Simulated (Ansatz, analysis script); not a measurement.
# Collinear and non-collinear states of AlNi3

Aim: rank collinear and non-collinear patterns of moments in one cell of AlNi3.

Calculated with Ansatz 0.2.0; PBE, PAW set soft_2.

This is a report of a sequence of runs, with most program output left out.

## (1) The starting structure

It takes space group Pm-3m (No. 221, cubic). The conventional cell has a = 3.523 Å, b = 3.523 Å, c = 3.523 Å, α = 90.00°, β = 90.00°, γ = 90.00°. Al has 12 Ni at 2.49 Å nearest. Ni has 4 Al at 2.49 Å and 8 Ni at 2.49 Å nearest. Farther neighbours are not listed.

Structure file:

```cif
data_structure
_symmetry_space_group_name_H-M 'P 1'
_symmetry_Int_Tables_number 1
_cell_length_a 3.5231
_cell_length_b 3.5231
_cell_length_c 3.5231
_cell_angle_alpha 90.000
_cell_angle_beta 90.000
_cell_angle_gamma 90.000
_cell_volume 43.73
loop_
_atom_site_label
_atom_site_type_symbol
_atom_site_fract_x
_atom_site_fract_y
_atom_site_fract_z
_atom_site_occupancy
Al1 Al 0.00000 0.00000 0.00000 1
Ni2 Ni 0.00000 0.50000 0.50000 1
Ni3 Ni 0.50000 0.00000 0.50000 1
Ni4 Ni 0.50000 0.50000 0.00000 1
```

The cell comes from the Materials Project, a database of computed structures, and the real compound, where it exists, may take another one.

The cell of this run holds 4 atoms, 3 of them with a starting moment; values «a cell» refer to the cell of the run in question.

## (2) The collinear state

A collinear run comes first: it shows whether moments survive, and how large they are.

input.yaml

```yaml
crystal:
  lattice:
    - [3.5230547267, 0.0, 0.0]
    - [0.0, 3.5230547267, 0.0]
    - [0.0, 0.0, 3.5230547267]
  atoms:
    - { symbol: Al, position: [0.0, 0.0, 0.0] }
    - { symbol: Ni, position: [0.0, 0.5, 0.5], spin: 1.0 }
    - { symbol: Ni, position: [0.5, 0.0, 0.5], spin: 1.0 }
    - { symbol: Ni, position: [0.5, 0.5, 0.0], spin: 1.0 }
magnetization:
  spin_polarized: true
kpoints:
  mp_grid: { grid: [6, 6, 6] }
hamiltonian:
  xc: pbe
scf:
  occupations: { method: fermi_dirac, width: 0.05 }
  max_iter: 120
  convergence: { dr2_threshold: 1.0e-08 }
output:
  write_density: true
  write_potential: true
  elf: true
  volumetric_format: npy
```

Run with:

```sh
> ansatz run input.yaml --threads 4 --pin off --max-ram 8192MiB --backend cpu --events-out ev --progress --plain --runs-dir out
```

The job ended after 2.2 s (4 threads of Arm Neoverse V2, shared host; peak memory 0.38 GiB).

Spin moment in the atom's sphere by atom:

| atom | spin moment in the atom's sphere (μB) |
| --- | --- |
| Al1 | -0.017 |
| Ni2 | 0.261 |
| Ni3 | 0.261 |
| Ni4 | 0.261 |

Tables count atoms from 1; parts of the log count from 0.

The run ends ferromagnetic, with a net moment of 0.699 μB a cell. Only this order was typed.

Spin density in the ac plane at fractional y = 0.000, with atoms of Al and Ni within 0.2 Å of it.

Ten even steps from '0' (-0.04 × 1e-1 e/Å³) to '9' (9.53 × 1e-1 e/Å³), each cell a mean:
```
00000000000000
00000000000000
00000000000000
00000000000000
00000000000000
00000024100000
00000159400000
00000035200000
00000001000000
00000000000000
00000000000000
00000000000000
00000000000000
00000000000000
```
Columns run along a (3.5 Å), rows up along c (3.5 Å). Atoms in or near the plane, at fractional coordinates: Al at (0.00, 0.00), Ni at (0.50, 0.50).

Valence density in the ac plane at fractional y = 0.000, with atoms of Al and Ni within 0.2 Å of it. It is the smooth field of the valence electrons, not physical close to the nuclei.

Values in e/Å³, 14 rows by 14 columns, each cell a mean:
```
 0  0  0  0  0  0  0  0  0  0  0  0  0  0
 0  0  0  0  0  0  0  0  0  0  0  0  0  0
 0  0  0  0  0  0  0  0  0  0  0  0  0  0
 0  0  0  0  0  1  1  1  1  1  0  0  0  0
 0  0  0  0  1  2  6  8  5  2  1  0  0  0
 0  0  0  0  2  6 19 29 16  5  1  0  0  0
 0  0  0  1  2 10 34 53 29  8  1  0  0  0
 0  0  0  0  2  7 23 34 19  6  1  0  0  0
 0  0  0  0  1  3  7 10  6  2  1  0  0  0
 0  0  0  0  0  1  2  2  2  1  0  0  0  0
 0  0  0  0  0  0  0  1  0  0  0  0  0  0
 0  0  0  0  0  0  0  0  0  0  0  0  0  0
 0  0  0  0  0  0  0  0  0  0  0  0  0  0
 0  0  0  0  0  0  0  0  0  0  0  0  0  0
```
Columns run along a (3.5 Å), rows up along c (3.5 Å). Atoms in or near the plane, at fractional coordinates: Al at (0.00, 0.00), Ni at (0.50, 0.50).

ELF in the ac plane at fractional y = 0.000, with atoms of Al and Ni within 0.2 Å of it. It is the smooth field of the valence electrons, not physical close to the nuclei.

Ten even steps from '_' (0.04) to '@' (0.69), each cell a mean:
```
______==**++==--==++**--____
____--++**==------++**++::__
::--++**++--::::::--++**++--
++****++--::::::::::--++****
++++==--::--======--::--++++
====--::--==**##**==::::--==
==----::--++%%@@##==::::----
====--::--==##%%**==::::--==
++++==--::--==++==--::--==++
++****==--::------::--++****
--==****==--::::::--++**++==
__..--****==------==**++--__
____..==**++==--==++**--____
..____--++++======++++::____
```
Columns run along a (3.5 Å), rows up along c (3.5 Å). Atoms in or near the plane, at fractional coordinates: Al at (0.00, 0.00), Ni at (0.50, 0.50).

Signs and angles in the names of the patterns follow the order of the magnetic atoms in the input, which need not be their order in space.

In the spinor runs that follow the search for lower states is off.

## (3) Start: ferro

The parallel pattern comes first.

input.yaml

```yaml
crystal:
  lattice:
    - [3.5230547267, 0.0, 0.0]
    - [0.0, 3.5230547267, 0.0]
    - [0.0, 0.0, 3.5230547267]
  atoms:
    - { symbol: Al, position: [0.0, 0.0, 0.0] }
    - { symbol: Ni, position: [0.0, 0.5, 0.5], spin: 0.26, spin_axis: [0.0, 0.0, 1.0] }
    - { symbol: Ni, position: [0.5, 0.0, 0.5], spin: 0.26, spin_axis: [0.0, 0.0, 1.0] }
    - { symbol: Ni, position: [0.5, 0.5, 0.0], spin: 0.26, spin_axis: [0.0, 0.0, 1.0] }
kpoints:
  mp_grid: { grid: [6, 6, 6] }
hamiltonian:
  xc: pbe
  noncollinear_xc: spin_density_matrix_gradient
scf:
  occupations: { method: fermi_dirac, width: 0.05 }
  max_iter: 120
  convergence: { dr2_threshold: 1.0e-08 }
  lower_state_search: "off"
basis:
  ecutwfc: 420.0
magnetization:
  noncollinear: true
```

Run with:

```sh
> ansatz run input.yaml --threads 1 --pin off --max-ram 2048MiB --backend cpu --events-out ev --progress --plain --runs-dir out
```

Wall time 51 s (1 thread); peak memory 0.33 GiB.

It ends ferromagnetic; the largest site carries 0.261 μB.

Spin moment in the atom's sphere by atom:

| atom | x (μB) | y (μB) | z (μB) | size |
| --- | --- | --- | --- | --- |
| Al1 | 0.000 | 0.000 | -0.017 | 0.017 |
| Ni2 | 0.000 | 0.000 | 0.261 | 0.261 |
| Ni3 | 0.000 | 0.000 | 0.261 | 0.261 |
| Ni4 | 0.000 | 0.000 | 0.261 | 0.261 |

## (4) Start: random 1

Random directions favour no pattern, so the moments can find one that was not thought of.

input.yaml, the sections that differ from step 3:

```yaml
crystal:
  lattice:
    - [3.5230547267, 0.0, 0.0]
    - [0.0, 3.5230547267, 0.0]
    - [0.0, 0.0, 3.5230547267]
  atoms:
    - { symbol: Al, position: [0.0, 0.0, 0.0] }
    - { symbol: Ni, position: [0.0, 0.5, 0.5], spin: 0.26, spin_axis: [-0.784599, 0.22956, -0.57594] }
    - { symbol: Ni, position: [0.5, 0.0, 0.5], spin: 0.26, spin_axis: [0.681178, 0.71186, 0.171033] }
    - { symbol: Ni, position: [0.5, 0.5, 0.0], spin: 0.26, spin_axis: [0.557012, 0.152259, 0.816428] }
output:
  write_density: true
  write_potential: true
  elf: true
  volumetric_format: npy
# kpoints, hamiltonian, scf, basis, magnetization: as in step 3
```

Run time: 3.5 min. Hardware: 1 thread; peak memory 0.58 GiB.

It ends ferromagnetic; the largest site carries 0.261 μB.

Spin moment in the atom's sphere by atom:

| atom | x (μB) | y (μB) | z (μB) | size |
| --- | --- | --- | --- | --- |
| Al1 | -0.006 | -0.015 | -0.006 | 0.017 |
| Ni2 | 0.093 | 0.228 | 0.085 | 0.261 |
| Ni3 | 0.093 | 0.228 | 0.085 | 0.261 |
| Ni4 | 0.093 | 0.228 | 0.085 | 0.261 |

## (5) Start: 120 degrees in the xy plane

input.yaml, the sections that differ from step 4:

```yaml
crystal:
  lattice:
    - [3.5230547267, 0.0, 0.0]
    - [0.0, 3.5230547267, 0.0]
    - [0.0, 0.0, 3.5230547267]
  atoms:
    - { symbol: Al, position: [0.0, 0.0, 0.0] }
    - { symbol: Ni, position: [0.0, 0.5, 0.5], spin: 0.26, spin_axis: [1.0, 0.0, 0.0] }
    - { symbol: Ni, position: [0.5, 0.0, 0.5], spin: 0.26, spin_axis: [-0.5, 0.866025, 0.0] }
    - { symbol: Ni, position: [0.5, 0.5, 0.0], spin: 0.26, spin_axis: [-0.5, -0.866025, 0.0] }
# kpoints, hamiltonian, scf, basis, magnetization: as in step 4
# output: removed
```

It took 39 s on 1 thread; peak memory 0.4 GiB.

It ends non-magnetic; the largest site carries 0 μB.

The spin moment in the atom's sphere vanishes on all atoms.

## (6) Start: collinear ++-

input.yaml, the sections that differ from step 5:

```yaml
crystal:
  lattice:
    - [3.5230547267, 0.0, 0.0]
    - [0.0, 3.5230547267, 0.0]
    - [0.0, 0.0, 3.5230547267]
  atoms:
    - { symbol: Al, position: [0.0, 0.0, 0.0] }
    - { symbol: Ni, position: [0.0, 0.5, 0.5], spin: 0.26, spin_axis: [0.0, 0.0, 1.0] }
    - { symbol: Ni, position: [0.5, 0.0, 0.5], spin: 0.26, spin_axis: [0.0, 0.0, 1.0] }
    - { symbol: Ni, position: [0.5, 0.5, 0.0], spin: 0.26, spin_axis: [0.0, 0.0, -1.0] }
# kpoints, hamiltonian, scf, basis, magnetization: as in step 5
```

The job ended after 2 min (1 thread; peak memory 0.4 GiB).

It ends ferromagnetic; the largest site carries 0.261 μB.

Spin moment in the atom's sphere by atom:

| atom | x (μB) | y (μB) | z (μB) | size |
| --- | --- | --- | --- | --- |
| Al1 | 0.000 | 0.000 | -0.017 | 0.017 |
| Ni2 | 0.000 | 0.000 | 0.261 | 0.261 |
| Ni3 | 0.000 | 0.000 | 0.261 | 0.261 |
| Ni4 | 0.000 | 0.000 | 0.261 | 0.261 |

## (7) Start: umbrella

input.yaml, the sections that differ from step 6:

```yaml
crystal:
  lattice:
    - [3.5230547267, 0.0, 0.0]
    - [0.0, 3.5230547267, 0.0]
    - [0.0, 0.0, 3.5230547267]
  atoms:
    - { symbol: Al, position: [0.0, 0.0, 0.0] }
    - { symbol: Ni, position: [0.0, 0.5, 0.5], spin: 0.26, spin_axis: [0.894427, 0.0, 0.447214] }
    - { symbol: Ni, position: [0.5, 0.0, 0.5], spin: 0.26, spin_axis: [-0.447214, 0.774597, 0.447214] }
    - { symbol: Ni, position: [0.5, 0.5, 0.0], spin: 0.26, spin_axis: [-0.447214, -0.774597, 0.447214] }
# kpoints, hamiltonian, scf, basis, magnetization: as in step 6
```

It took 64 s on 1 thread; peak memory 0.4 GiB.

It ends ferromagnetic; the largest site carries 0.261 μB.

## (8) Start: random 2

input.yaml, the sections that differ from step 7:

```yaml
crystal:
  lattice:
    - [3.5230547267, 0.0, 0.0]
    - [0.0, 3.5230547267, 0.0]
    - [0.0, 0.0, 3.5230547267]
  atoms:
    - { symbol: Al, position: [0.0, 0.0, 0.0] }
    - { symbol: Ni, position: [0.0, 0.5, 0.5], spin: 0.26, spin_axis: [0.441251, -0.399283, -0.803661] }
    - { symbol: Ni, position: [0.5, 0.0, 0.5], spin: 0.26, spin_axis: [-0.291332, -0.408102, 0.865204] }
    - { symbol: Ni, position: [0.5, 0.5, 0.0], spin: 0.26, spin_axis: [-0.003709, -0.971714, 0.236131] }
# kpoints, hamiltonian, scf, basis, magnetization: as in step 7
```

Wall time 3.1 min (1 thread); peak memory 0.58 GiB.

It ends ferromagnetic; the largest site carries 0.261 μB.

## (9) The textures side by side

The last two columns average e·e over the pairs of the two nearest shells of magnetic atoms: 1 is parallel, −1 opposed.

The states reached:

| start | final state | energy (meV/magnetic atom) | net moment (μB/cell) | mean moment (μB) | least moment (μB) | typed angles to the first (deg) | final angles to the first (deg) | triple product of the first three | mean cosine, nearest magnetic neighbours | second shell |
| --- | --- | --- | --- | --- | --- | --- | --- | --- | --- | --- |
| ferro | ferromagnetic | 0 | 0.6988 | 0.2605 | 0.2605 | 0 0 | 0 0 | 0 | 1 | 1 |
| random 1 | ferromagnetic | 2.00e-4 | 0.6988 | 0.2605 | 0.2605 | 118 151 | 0 0 | 0 | 1 | 1 |
| 120 degrees in the xy plane | non-magnetic | 4.455 | 0 | 0 | 0 | 120 120 | - | - | - | - |
| collinear ++- | ferromagnetic | 0 | 0.6988 | 0.2605 | 0.2605 | 0 180 | 0 0 | 0 | 1 | 1 |
| umbrella | ferromagnetic | 2.00e-4 | 0.6988 | 0.2605 | 0.2605 | 102 102 | 0 0 | 0 | 1 | 1 |
| random 2 | ferromagnetic | 2.00e-4 | 0.6988 | 0.2605 | 0.2605 | 131 79 | 0 0 | 0 | 1 | 1 |

## (10) What came out

| Item | Value |
| --- | --- |
| lowest state found | ferromagnetic |
| mean cosine between nearest magnetic neighbours there | 1.0 |
| net moment of the lowest state | 0.699 μB a cell |
| mean moment in the lowest state | 0.261 μB |

The lowest state found is ferromagnetic, reached from the start «ferro», 4.45 meV a magnetic atom under the next one (non-magnetic). 5 of the 6 converged starts end within 0.1 meV of the lowest. 4 starts left the typed angles, so their energies belong to the state reached. 1 of the starts lose their moments altogether. Without spin–orbit coupling only the angles between moments count. Only the listed patterns were tried. The 6 spinor runs took 11 min of wall time, added up. The mesh is coarse for a state with partly filled levels, so small values and close rankings are not settled. Energies are free energies at a smearing of 0.05 eV, and with partly filled levels differences shift, at times strongly, as the smearing goes to zero.

[Logs and program files are shortened in this print: banners, set-up blocks, solver, clock and traceback lines can be left out without a mark of their own.]

[Logs are printed without paths, hosts, clocks, repeated set-up lines and the standing remarks that a program may print on its own settings, such as how far it seeks lower states.]

[Hosts, paths, dates, database ids (printed as entryN), source tags and the programs' standing remarks are cut or masked in the printed files.]
